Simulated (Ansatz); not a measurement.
KI (zincblende), relaxed with r2SCAN: 4 runs in the plane-wave code Ansatz, each a calculation of independent-particle optics. The symmetry is F-43m (No. 216, cubic); conventional cell a = 7.932 Å, 62.38 Å³ an atom. K has 4 I at 3.43 Å; I has 4 K at 3.43 Å. These are computed values for a spin-unpolarised cell that may be hypothetical; none is a measurement.

```yaml
crystal:
  lattice:
    - [0.00000, 3.96589, 3.96589]
    - [3.96589, 0.00000, 3.96589]
    - [3.96589, 3.96589, 0.00000]
  atoms:
    - { symbol: K, position: [0.00000, 0.00000, 0.00000] }
    - { symbol: I, position: [0.25000, 0.25000, 0.25000] }
```

On meshes this coarse, single peaks can be features of the mesh. No local fields, no excitons; the zone sum runs over the cells of the mesh, and ε∞ includes the bands left out of the spectrum. Up to four peaks are listed, those above 15 % of the tallest and inside the complete range; the four can differ from row to row. Rows marked drawn have settings drawn at random (some not listed).

| functional | k mesh | broadening (eV) | scissors (eV) | range (eV) | settings | direct gap on the mesh before scissors (eV) | ε∞ xx | ε∞ yy | ε∞ zz | complete up to (eV) | tallest peaks of mean ε₂ (eV) |
| --- | --- | --- | --- | --- | --- | --- | --- | --- | --- | --- | --- |
| r2SCAN | 4×4×4 | 0.1 | 0.00 | 0–18 | chosen | 4.48 | 2.39 | 2.39 | 2.39 | 18.0 | 6.30 7.00 7.80 9.30 |
| PBE | 4×4×4 | 0.1 | 0.95 (to HSE06) | 0–18 | chosen | 3.93 | 2.39 | 2.39 | 2.39 | 18.0 | 6.80 7.35 8.10 9.50 |
| r2SCAN | 4×4×4 | 0.4 | 1.00 | 0–10 | drawn | 4.48 | 2.26 | 2.26 | 2.26 | 10.0 | 8.75 |

**Question.** Estimate from these rows what the further settings give.
```tsv
functional	k mesh	broadening (eV)	scissors (eV)	range (eV)	settings
PBE	4×4×4	0.1	0.00	0–18	chosen
```

**Answer.**
```
functional  k mesh  broadening (eV)  scissors (eV)  range (eV)  settings  direct gap on the mesh before scissors (eV)  ε∞ xx  ε∞ yy  ε∞ zz  complete up to (eV)  tallest peaks of mean ε₂ (eV)
       PBE   4×4×4              0.1           0.00        0–18    chosen                                         3.93   2.56   2.56   2.56                 18.0            5.85 6.40 7.15 8.55
```

Spin-orbit coupling is left out, which matters wherever the heavy atoms make up the band edges.
